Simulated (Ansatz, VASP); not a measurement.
SiNi3: VASP beside Ansatz

```xyz
4
Lattice="3.4637 0.0000 0.0000 0.0000 3.4637 0.0000 0.0000 0.0000 3.4637" Properties=species:S:1:pos:R:3 pbc="T T T"
Si    0.0000    0.0000    0.0000
Ni    0.0000    1.7319    1.7319
Ni    1.7319    1.7319    0.0000
Ni    1.7319    0.0000    1.7319
```

Alike in both runs: task relaxation of cell and atoms; functional PBE; dispersion D3(BJ); k mesh 14 × 14 × 14; occupations gaussian, width 0.1 eV; no spin polarisation.

|  | VASP | Ansatz |
| --- | --- | --- |
| version | VASP 6.6.1 | Ansatz 0.2.0 |
| potentials or method | VASP PAW PBE potentials, release 64 (Si, Ni) | scalar-relativistic, plane waves, PAW |
| plane-wave cutoff (eV) | 600 | 420 |
| valence electrons in the cell | 34 | 58 |

|  | VASP | Ansatz | Ansatz less VASP |
| --- | --- | --- | --- |
| gap on the k mesh at the Fermi level, each at its own relaxed structure (eV) | none | none | - |
| relaxed volume (Å³/atom) | 10.40 | 10.40 | +0.007 |
| relaxed cell length with the largest relative difference (Å) | 3.465 | 3.466 | +0.0008 |

A gap of «none» marks a metal or a gap that the smearing closes. The two sets of potentials don't hold the same shells in valence.

Caveats: pairwise dispersion overbinds metals, which lowers pressure and volume. Spin polarisation is off, so any magnetic state and its effect on volume and gap are missing.
